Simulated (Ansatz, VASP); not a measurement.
Given: the input of a run of VASP 6.6.1 on CuAu3.

The input INCAR:

```
  ALGO = Normal
  EDIFF = 1E-7
  ENCUT = 520
  GGA = PS
  ISIF = 2
  ISMEAR = -1
  LASPH = T
  LCHARG = F
  LREAL = F
  LWAVE = F
  NBANDS = 30
  NELM = 60
  PREC = Accurate
  SIGMA = 0.05
```

Contents of KPOINTS:

```
k-points
0
Gamma
  7 7 7
```

File POSCAR:

```
CuAu3
1.0
    4.0063583840      0.0000000000      0.0000000000
    0.0000000000      4.0063583840      0.0000000000
    0.0000000000      0.0000000000      4.0063583840
Au Cu
3 1
Direct
    0.5000000000      0.5000000000      0.0000000000
    0.5000000000      0.0000000000      0.5000000000
    0.0000000000      0.5000000000      0.5000000000
    0.0000000000      0.0000000000      0.0000000000
```

Potentials or basis: VASP PAW PBE potentials, release 64 (Au, Cu).

Command:

```console
$ cat potpaw_PBE.64/Au/POTCAR potpaw_PBE.64/Cu/POTCAR > POTCAR
$ mpirun -np 1 vasp_std > vasp.out
```

Task: Set up the same calculation for Ansatz 0.2.0. Potentials there: Ansatz PAW.

Result: As run (the cutoff follows the program's own potentials):

The input input.yaml:

```yaml
crystal:
  lattice:
    - [4.006358384, 0.0, 0.0]
    - [0.0, 4.006358384, 0.0]
    - [0.0, 0.0, 4.006358384]
  atoms:
    - { symbol: Au, position: [0.5, 0.5, 0.0] }
    - { symbol: Au, position: [0.5, 0.0, 0.5] }
    - { symbol: Au, position: [0.0, 0.5, 0.5] }
    - { symbol: Cu, position: [0.0, 0.0, 0.0] }
hamiltonian:
  xc: pbesol
  pseudopotentials: { kind: paw }
kpoints:
  mp_grid: { grid: [7, 7, 7] }
scf:
  occupations: { method: fermi_dirac, width: 0.05 }
output:
  forces: true
  stress: true
  eigenvalues: true
```

Potentials or basis: Ansatz PAW.

Launch:

```sh
$ ansatz run input.yaml --threads 1 --pin off --max-ram 3584MiB --backend cpu --events-out ev --progress --plain --runs-dir out
```

Both were run:

|  | VASP | Ansatz | Ansatz less VASP |
| --- | --- | --- | --- |
| gap on the k mesh at the Fermi level (eV) | none | none | - |
| pressure (GPa) | -4.3 | -4.2 | +0.14 |

A gap of «none» marks a metal or a gap that the smearing closes. The two sets of potentials don't hold the same shells in valence.

Caveats: the PAW data sets were made with another functional, which shifts forces and pressure a little (VASP); the PAW data sets come from PBE, with cores solved anew for the run's functional, which leaves a small shift of forces and pressure (Ansatz). Spin-orbit coupling is left out, which matters for the levels of Au.
